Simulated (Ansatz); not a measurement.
# Ga: energy and pressure over a range of volumes

Aim: scale the cell of Ga up and down at fixed shape and fractional positions, and get the equilibrium volume and bulk modulus with LAPW, PAW and all-electron datasets made for the crystal.

Method: DFT PBE, scalar-relativistic, in Ansatz 0.2.0.

## Step 1: The structure to begin with

The structure is monoclinic, space group C2/c (No. 15). Conventional cell: a = 2.766 Å, b = 8.053 Å, c = 3.332 Å, α = 90.00°, β = 92.02°, γ = 90.00°. Around Ga (site symmetry 2) lie 8 Ga at 2.69 to 2.92 Å.

Structure file:

```
Ga
1.0
     1.38300   -4.02650    0.00000
     1.38300    4.02650    0.00000
    -0.11745    0.00000    3.32993
Ga
2
Cartesian
  1.3536 -2.9716 0.8325
  1.2949 2.9716 2.4974
```

Atoms are numbered in the order of the input: Ga1, Ga2.

## Step 2: Volume × 0.94, LAPW

input.yaml

```yaml
crystal:
  lattice:
    - [1.3547675884, -3.9443034667, 0.0]
    - [1.3547675884, 3.9443034667, 0.0]
    - [-0.1150523885, 0.0, 3.261953171]
  atoms:
    - { symbol: Ga, position: [0.869, 0.131, 0.25] }
    - { symbol: Ga, position: [0.131, 0.869, 0.75] }
kpoints:
  mp_grid: { grid: [14, 14, 11] }
  band_path:
    path:
      - [0.0, 0.0, 0.0]
      - [-0.5, 0.5, 0.0]
      - [-0.5, 0.5, 0.5]
      - [0.0, 0.0, 0.5]
      - [0.0, 0.0, 0.0]
      - [-0.5, 0.0, 0.5]
      - [0.0, 0.0, 0.0]
      - [-0.5, 0.0, 0.0]
    npoints: 5
scf:
  occupations: { method: fermi_dirac, width: 0.03 }
hamiltonian:
  xc: pbe
  pseudopotentials: { kind: all_electron, lapw: { basis_error: 0.0005 } }
output:
  forces: true
  stress: true
  eigenvalues: true
```

Launch:

```sh
> ansatz run input.yaml --threads 1 --pin off --max-ram 3072MiB --backend cpu --events-out ev --progress --plain --runs-dir out
```

## Step 3: Volume × 0.94, PAW

input.yaml

```yaml
crystal:
  lattice:
    - [1.3547675884, -3.9443034667, 0.0]
    - [1.3547675884, 3.9443034667, 0.0]
    - [-0.1150523885, 0.0, 3.261953171]
  atoms:
    - { symbol: Ga, position: [0.869, 0.131, 0.25] }
    - { symbol: Ga, position: [0.131, 0.869, 0.75] }
kpoints:
  mp_grid: { grid: [14, 14, 11] }
scf:
  occupations: { method: fermi_dirac, width: 0.03 }
hamiltonian:
  xc: pbe
  pseudopotentials: { kind: paw }
output:
  forces: true
  stress: true
  eigenvalues: true
  efg: { contact_densities: true }
```

## Step 4: Volume × 0.94, crystal datasets

Changes to input.yaml since step 3:

```diff
@@ -14,3 +14,3 @@
   xc: pbe
-  pseudopotentials: { kind: paw }
+  pseudopotentials: { kind: all_electron, datasets: crystal }
 output:
```

## Step 5: Volume × 0.98, LAPW

input.yaml

```yaml
crystal:
  lattice:
    - [1.3737178411, -3.9994756958, 0.0]
    - [1.3737178411, 3.9994756958, 0.0]
    - [-0.1166617212, 0.0, 3.3075808031]
  atoms:
    - { symbol: Ga, position: [0.869, 0.131, 0.25] }
    - { symbol: Ga, position: [0.131, 0.869, 0.75] }
kpoints:
  mp_grid: { grid: [14, 14, 11] }
  band_path:
    path:
      - [0.0, 0.0, 0.0]
      - [-0.5, 0.5, 0.0]
      - [-0.5, 0.5, 0.5]
      - [0.0, 0.0, 0.5]
      - [0.0, 0.0, 0.0]
      - [-0.5, 0.0, 0.5]
      - [0.0, 0.0, 0.0]
      - [-0.5, 0.0, 0.0]
    npoints: 5
scf:
  occupations: { method: fermi_dirac, width: 0.03 }
hamiltonian:
  xc: pbe
  pseudopotentials: { kind: all_electron, lapw: { basis_error: 0.0005 } }
output:
  forces: true
  stress: true
  eigenvalues: true
```

## Step 6: Volume × 0.98, PAW

input.yaml

```yaml
crystal:
  lattice:
    - [1.3737178411, -3.9994756958, 0.0]
    - [1.3737178411, 3.9994756958, 0.0]
    - [-0.1166617212, 0.0, 3.3075808031]
  atoms:
    - { symbol: Ga, position: [0.869, 0.131, 0.25] }
    - { symbol: Ga, position: [0.131, 0.869, 0.75] }
kpoints:
  mp_grid: { grid: [14, 14, 11] }
scf:
  occupations: { method: fermi_dirac, width: 0.03 }
hamiltonian:
  xc: pbe
  pseudopotentials: { kind: paw }
output:
  forces: true
  stress: true
  eigenvalues: true
  efg: { contact_densities: true }
```

## Step 7: Volume × 0.98, crystal datasets

Changes to input.yaml since step 6:

```diff
@@ -14,3 +14,3 @@
   xc: pbe
-  pseudopotentials: { kind: paw }
+  pseudopotentials: { kind: all_electron, datasets: crystal }
 output:
```

## Step 8: Volume × 1.01, LAPW

input.yaml

```yaml
crystal:
  lattice:
    - [1.3875947181, -4.0398771747, 0.0]
    - [1.3875947181, 4.0398771747, 0.0]
    - [-0.1178402022, 0.0, 3.3409929716]
  atoms:
    - { symbol: Ga, position: [0.869, 0.131, 0.25] }
    - { symbol: Ga, position: [0.131, 0.869, 0.75] }
kpoints:
  mp_grid: { grid: [14, 14, 11] }
  band_path:
    path:
      - [0.0, 0.0, 0.0]
      - [-0.5, 0.5, 0.0]
      - [-0.5, 0.5, 0.5]
      - [0.0, 0.0, 0.5]
      - [0.0, 0.0, 0.0]
      - [-0.5, 0.0, 0.5]
      - [0.0, 0.0, 0.0]
      - [-0.5, 0.0, 0.0]
    npoints: 5
scf:
  occupations: { method: fermi_dirac, width: 0.03 }
hamiltonian:
  xc: pbe
  pseudopotentials: { kind: all_electron, lapw: { basis_error: 0.0005 } }
output:
  forces: true
  stress: true
  eigenvalues: true
```

## Step 9: Volume × 1.01, PAW

input.yaml

```yaml
crystal:
  lattice:
    - [1.3875947181, -4.0398771747, 0.0]
    - [1.3875947181, 4.0398771747, 0.0]
    - [-0.1178402022, 0.0, 3.3409929716]
  atoms:
    - { symbol: Ga, position: [0.869, 0.131, 0.25] }
    - { symbol: Ga, position: [0.131, 0.869, 0.75] }
kpoints:
  mp_grid: { grid: [14, 14, 11] }
scf:
  occupations: { method: fermi_dirac, width: 0.03 }
hamiltonian:
  xc: pbe
  pseudopotentials: { kind: paw }
output:
  forces: true
  stress: true
  eigenvalues: true
  efg: { contact_densities: true }
```

## Step 10: Volume × 1.01, crystal datasets

Changes to input.yaml since step 9:

```diff
@@ -14,3 +14,3 @@
   xc: pbe
-  pseudopotentials: { kind: paw }
+  pseudopotentials: { kind: all_electron, datasets: crystal }
 output:
```

## Step 11: Volume × 1.04, LAPW

input.yaml

```yaml
crystal:
  lattice:
    - [1.4011994555, -4.0794863395, 0.0]
    - [1.4011994555, 4.0794863395, 0.0]
    - [-0.118995572, 0.0, 3.3737498936]
  atoms:
    - { symbol: Ga, position: [0.869, 0.131, 0.25] }
    - { symbol: Ga, position: [0.131, 0.869, 0.75] }
kpoints:
  mp_grid: { grid: [14, 14, 11] }
  band_path:
    path:
      - [0.0, 0.0, 0.0]
      - [-0.5, 0.5, 0.0]
      - [-0.5, 0.5, 0.5]
      - [0.0, 0.0, 0.5]
      - [0.0, 0.0, 0.0]
      - [-0.5, 0.0, 0.5]
      - [0.0, 0.0, 0.0]
      - [-0.5, 0.0, 0.0]
    npoints: 5
scf:
  occupations: { method: fermi_dirac, width: 0.03 }
hamiltonian:
  xc: pbe
  pseudopotentials: { kind: all_electron, lapw: { basis_error: 0.0005 } }
output:
  forces: true
  stress: true
  eigenvalues: true
```

## Step 12: Volume × 1.04, PAW

input.yaml

```yaml
crystal:
  lattice:
    - [1.4011994555, -4.0794863395, 0.0]
    - [1.4011994555, 4.0794863395, 0.0]
    - [-0.118995572, 0.0, 3.3737498936]
  atoms:
    - { symbol: Ga, position: [0.869, 0.131, 0.25] }
    - { symbol: Ga, position: [0.131, 0.869, 0.75] }
kpoints:
  mp_grid: { grid: [14, 14, 11] }
scf:
  occupations: { method: fermi_dirac, width: 0.03 }
hamiltonian:
  xc: pbe
  pseudopotentials: { kind: paw }
output:
  forces: true
  stress: true
  eigenvalues: true
  efg: { contact_densities: true }
```

## Step 13: Volume × 1.04, crystal datasets

Changes to input.yaml since step 12:

```diff
@@ -14,3 +14,3 @@
   xc: pbe
-  pseudopotentials: { kind: paw }
+  pseudopotentials: { kind: all_electron, datasets: crystal }
 output:
```

(Steps that only read results are left out.)

What does the calculation give? Wanted: equilibrium volume; bulk modulus (for each run or level that gives them).

As calculated:

```
                                  quantity           value
                 equilibrium volume (LAPW)  19.166 Å³/atom
                       bulk modulus (LAPW)          49 GPa
            its pressure derivative (LAPW)             5.4
                  equilibrium volume (PAW)  19.159 Å³/atom
                        bulk modulus (PAW)          49 GPa
             its pressure derivative (PAW)             5.4
     equilibrium volume (crystal datasets)  19.167 Å³/atom
           bulk modulus (crystal datasets)          49 GPa
its pressure derivative (crystal datasets)             5.4
```

A third-order Birch-Murnaghan fit to the LAPW pressures puts zero pressure at 19.17 Å³/atom, +3.4 % from the given cell, with a bulk modulus of 49 GPa. Shape and positions are held, so a fully relaxed modulus can be lower. PAW's volume lies -0.04 % and its modulus less than 0.1 % from LAPW's. No thermal or zero-point expansion is included.
